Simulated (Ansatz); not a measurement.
**AlN: single point with PBE**

**What was measured.**

From “Self-assembly of well-separated AlN nanowires directly on sputtered metallic TiN films”, 2019, arxiv:1910.07391, for a bulk crystal of AlN at 10 K: band gap 6.034 eV (an exciton energy, a little under the gap).

The system is AlN.

```
Al N
1.0
     3.11300    0.00000    0.00000
    -1.55650    2.69594    0.00000
     0.00000    0.00000    4.98100
Al N
2 2
Direct
  0.66667 0.33333 0.50000
  0.33333 0.66667 0.00000
  0.66667 0.33333 0.88000
  0.33333 0.66667 0.38000
```

```
Program             : Ansatz 0.2.0
Task                : single point
Functional          : PBE
Potentials or basis : Ansatz PAW
Cutoff              : 420 eV (not typed: the program's choice for these potentials)
k mesh              : 10 × 10 × 6
Occupations         : gaussian, width 0.016 eV
Spin                : no spin polarisation
```

- Pressure: 3.7 GPa
- Largest force: 0.129 eV/Å
- Band gap on the k mesh: 4.21 eV, direct

Forces on the atoms (eV/Å):
```
Al   0.000  0.000 -0.129
Al   0.000  0.000 -0.129
N    0.000  0.000  0.129
N    0.000  0.000  0.129
```

Stress tensor (GPa, compression positive):
```
3.19 0.00 0.00
0.00 3.19 0.00
0.00 0.00 4.78
```

Levels at points of the mesh, in eV from the valence-band top:
```tsv
k point	band 6	band 7	band 8	band 9	band 10	band 11
(0.00, 0.00, 0.00)	-0.18	-0.18	0.00	4.21	6.67	10.61
(0.00, 0.00, -0.50)	-0.51	-0.51	-0.51	6.47	6.47	10.35
(0.00, -0.50, 0.00)	-2.05	-1.76	-0.66	5.82	5.84	8.20
(0.00, -0.50, -0.50)	-1.43	-1.35	-1.35	5.33	5.33	9.30
```

Wall time 3.4 s on 2 threads of Intel(R) Xeon(R) Processor @ 2.50GHz (Skylake/Cascade Lake), with other jobs on the host, peak memory 0.34 GiB.

Measured gap of AlN: 6.034 eV (an exciton energy, a little under the gap; 10 K; quoted in “Self-assembly of well-separated AlN nanowires directly on sputtered metallic TiN films”, 2019, arxiv:1910.07391). This calculation gives 4.21 eV (-1.82 eV). 2 values of this kind are on record (6.034 to 6.0343 eV); this one was drawn at random. The value is that of PBE on a finite k mesh, which can miss the band edges, without temperature or zero-point motion. Semilocal functionals fall short of measured gaps as a rule.

Caveat: the pressure holds a Pulay correction of +0.5 GPa for the finite cutoff.
